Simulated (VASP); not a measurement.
The system is BeTe.

```
Be Te
1.0
     0.00000    2.80614    2.80614
     2.80614    0.00000    2.80614
     2.80614    2.80614    0.00000
Be Te
1 1
Direct
  0.00000 0.00000 0.00000
  0.25000 0.25000 0.25000
```

Base run:

- Program: VASP 6.6.1
- Functional: PBE0
- Potentials or basis: VASP PAW PBE potentials, release 64 (Be, Te)
- Cutoff: 520 eV
- k mesh: 8 × 8 × 8
- Occupations: gaussian, width 0.03 eV
- Spin: no spin polarisation

Its results: band gap on the k mesh 3.26 eV, indirect (least direct gap 5.13 eV); pressure 0.5 GPa.

Q: The run is repeated on the same cell with these changes: functional from PBE0 to PBE. What comes out?

A: Band gap on the k mesh 1.95 eV, indirect (least direct gap 3.60 eV); pressure 1.8 GPa.

PBE0 gives the wider gap, since exact exchange removes part of the self-interaction.

Caveats: spin-orbit coupling is left out, which moves the levels of the heavy elements; the PAW data sets were made with another functional, which shifts forces and pressure a little (some runs).
